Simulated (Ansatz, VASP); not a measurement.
**Ge: VASP beside Ansatz**

```
CELL_PARAMETERS angstrom
0.00000 2.80978 2.80978
2.80978 0.00000 2.80978
2.80978 2.80978 0.00000
ATOMIC_POSITIONS crystal
Ge 0.50000 0.50000 0.50000
Ge 0.75000 0.75000 0.75000
```

Change from the starting cell: volume scaled by 0.98.

Alike in both runs: task single point; functional LDA; k mesh 10 × 10 × 10; occupations fermi-dirac, width 0.05 eV; no spin polarisation.

|  | VASP | Ansatz |
| --- | --- | --- |
| version | VASP 6.6.1 | Ansatz 0.2.0 |
| potentials or method | VASP PAW LDA potentials, release 64 (Ge_d), cutoff 520 eV | all-electron LAPW, scalar-relativistic |

```csv
,VASP,Ansatz,Ansatz less VASP
pressure (GPa),0.3,0.1,-0.20
```

Ansatz ran all-electron here, so the differences hold the error of VASP's frozen core and of both bases.
